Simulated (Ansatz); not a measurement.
# CoO: the cost of one run

Computed with Ansatz 0.2.0 (DFT PBE, scalar-relativistic, plane waves, PAW, unless a step's input says otherwise).

3 further runs of the same task are left out: 1 that didn't finish, 2 set aside as unsound or not needed.

**1. The structure to begin with**

The structure is trigonal, space group R-3m (No. 166). Conventional cell: a = 3.011 Å, b = 3.011 Å, c = 7.320 Å, α = 90.00°, β = 90.00°, γ = 120.00°. Co (site symmetry -3m) has 6 O at 2.12 Å in its first shell of neighbours. Around O (site symmetry -3m) lie 6 Co at 2.12 Å.

Coordinates:

```cif
data_structure
_symmetry_space_group_name_H-M 'P 1'
_symmetry_Int_Tables_number 1
_cell_length_a 2.9959
_cell_length_b 2.9959
_cell_length_c 2.9959
_cell_angle_alpha 60.333
_cell_angle_beta 60.333
_cell_angle_gamma 60.333
_cell_volume 19.16
loop_
_atom_site_label
_atom_site_type_symbol
_atom_site_fract_x
_atom_site_fract_y
_atom_site_fract_z
_atom_site_occupancy
Co1 Co 0.00000 0.00000 0.00000 1
O1 O 0.50000 0.50000 0.50000 1
```

**2. Single point**

input.yaml reads:

```yaml
crystal:
  lattice:
    - [1.5054695445, 0.8691832468, 2.4399269062]
    - [-1.5054695445, 0.8691832468, 2.4399269062]
    - [0.0, -1.7383664936, 2.4399269062]
  atoms:
    - { symbol: Co, position: [0.0, 0.0, 0.0], spin: 3.0 }
    - { symbol: O, position: [0.5, 0.5, 0.5], spin: 1.0 }
basis:
  ecutwfc: 520.0
kpoints:
  mp_grid: { grid: [9, 9, 9] }
hamiltonian:
  xc: pbe
  pseudopotentials: { kind: paw, azcp: { folder: soft_1 } }
scf:
  occupations: { method: gaussian, width: 0.1 }
  lower_state_search: "off"
output:
  forces: true
  stress: true
  eigenvalues: true
  populations: true
magnetization:
  spin_polarized: true
```

The run is started by

```bash
$ ansatz run input.yaml --threads 2 --pin off --max-ram 4096MiB --backend cpu --events-out ev --progress --plain --runs-dir out
```

Q: Estimate wall time and peak memory on 2 threads of Arm Neoverse N1, shared host.

About 8.3 s, with a peak of 0.32 GiB.
